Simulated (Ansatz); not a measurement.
**Compressing WC: a fit and a missing row**

WC, P-6m2, a = 2.922 Å, c = 2.847 Å. Ansatz: PBE, PAW, 420 eV, Γ-centred 18×18×14 mesh on 2 atoms, Gaussian smearing 0.10 eV; no spin polarisation. Shape and atoms are relaxed at each volume; pressure is positive in compression.

```
V (Å³/atom) P (GPa)
      9.892        ?
     10.208    12.46
     10.524     0.03
     10.839   -10.59
     11.155   -19.64
```

Task: Take V0 = 10.524 Å³/atom, count pressures from its P0 = 0.03 GPa, fit the third-order Birch–Murnaghan form to the other rows, and predict the missing pressure.

Result: With the Eulerian strain f = ½[(V0/V)^(2/3) − 1] and y = (P − P0)/[3f(1 + 2f)^(5/2)], the form is the line y = B0 + 1.5 B0 (B0′ − 4) f. Rows (f, y): 0.01027, 383.4; -0.00973, 382.1; -0.01904, 379.5. Means f = -0.006167, y = 381.67; Σ(Δf)² = 0.0004486, ΣΔfΔy = 0.05484; the slope is their ratio. y = 382.4 + 122.2 f GPa, so B0 = 382.4 GPa and B0′ = 4 + 2 × (122.2)/(3 × 382.4) = 4.21. At V = 9.892, f = 0.02108, y = 384.98 and P = 27.02 GPa. The run gave 27.03 GPa, so the fit is 0.01 GPa too low, within the rms miss on the fitted rows (0.02 GPa). The form still works here, 33 % of the fitted range beyond its end.

Spin–orbit coupling is left out, which can shift energies with elements as heavy as these.